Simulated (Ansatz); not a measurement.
SiC in the wurtzite structure, relaxed with r2SCAN in Ansatz. Space group P6_3mc (No. 186), hexagonal; a = 3.075 Å, c = 5.048 Å in the conventional setting, 10.34 Å³ an atom. Si is surrounded by 4 C at 1.88–1.90 Å; C is surrounded by 4 Si at 1.88–1.90 Å.

The axes x, y and z are those of this cell:
```
CELL_PARAMETERS angstrom
3.07536 0.00000 0.00000
-1.53768 2.66334 0.00000
0.00000 0.00000 5.04811
ATOMIC_POSITIONS crystal
Si 0.33333 0.66667 0.99959
Si 0.66667 0.33333 0.49959
C 0.33333 0.66667 0.37541
C 0.66667 0.33333 0.87541
```

Unstrained: With PBE the valence top lies at Γ and the conduction bottom at K, 2.277 eV higher; the smallest vertical gap, at M, is 3.978 eV. The r2SCAN gap is indirect, 2.653 eV (Γ to K), below the direct gap of 4.476 eV at M. HSE06 gives an indirect gap of 3.160 eV, from Γ to K; the least direct gap is 5.060 eV at M. Meshes: PBE 12×12×6, r2SCAN 12×12×6, HSE06 6×6×4. Strains are changes of length per length, and xy shears are angles. After each strain the atoms were relaxed again with r2SCAN within the symmetry that the strain leaves, so tilts or polar shifts that break it weren't tested; points keep the names that they have in the unstrained zone. Spin-unpolarised throughout; all numbers are computed.

Question: Estimate what xy shear, engineering strain (angle) +1.5 % does to the gap.

Answer: PBE: the gap goes from 2.277 to 2.212 eV (-0.065 eV); the edges go from Γ → K to Γ → (1/3, 0.336, 0); with r2SCAN the top three valence levels at Γ, grouped 2+1 from the top over 112 meV, become 1+1+1 over 179 meV. r2SCAN: the gap goes from 2.653 to 2.585 eV (-0.068 eV); the edges go from Γ → K to Γ → (1/3, 0.336, 0). HSE06: the gap goes from 3.160 to 3.095 eV (-0.065 eV); the edges go from Γ → K to Γ → (1/3, 0.336, 0). The r2SCAN energy rises by 1.5 meV an atom.

Question: Apply uniaxial +0.5 % along x, other directions held. How far does the gap move, against the unstrained cell?

Answer: PBE: the gap goes from 2.277 to 2.282 eV (+0.005 eV); with r2SCAN the top three valence levels at Γ, grouped 2+1 from the top over 112 meV, become 1+1+1 over 111 meV. r2SCAN: the gap goes from 2.653 to 2.656 eV (+0.003 eV). HSE06: the gap goes from 3.160 to 3.164 eV (+0.004 eV). The r2SCAN energy rises by 0.4 meV an atom.

Question: For epitaxial -0.5 % in the xy plane, how far does the free direction move, and what happens to the gap?

Answer: The normal strain at zero normal stress is +0.09 %, 0.18 of the in-plane strain with the sign turned. PBE: the gap goes from 2.277 to 2.217 eV (-0.060 eV); with r2SCAN the top three valence levels at Γ, grouped 2+1 from the top over 112 meV, become 2+1 over 171 meV. r2SCAN: the gap goes from 2.653 to 2.593 eV (-0.060 eV). HSE06: the gap goes from 3.160 to 3.102 eV (-0.058 eV).

Question: Apply isotropic +2.5 % on every length. How far does the gap move, against the unstrained cell?

Answer: PBE: the gap goes from 2.277 to 2.409 eV (+0.132 eV); with r2SCAN the top three valence levels at Γ, grouped 2+1 from the top over 112 meV, become 2+1 over 102 meV. r2SCAN: the gap goes from 2.653 to 2.762 eV (+0.109 eV). HSE06: the gap goes from 3.160 to 3.274 eV (+0.114 eV). The r2SCAN energy rises by 38.5 meV an atom.

The meshes of the hybrids are coarse, so their gaps aren't converged to the digits shown.

The splittings at Γ are without spin-orbit coupling, which regroups them where it is of like size or larger.
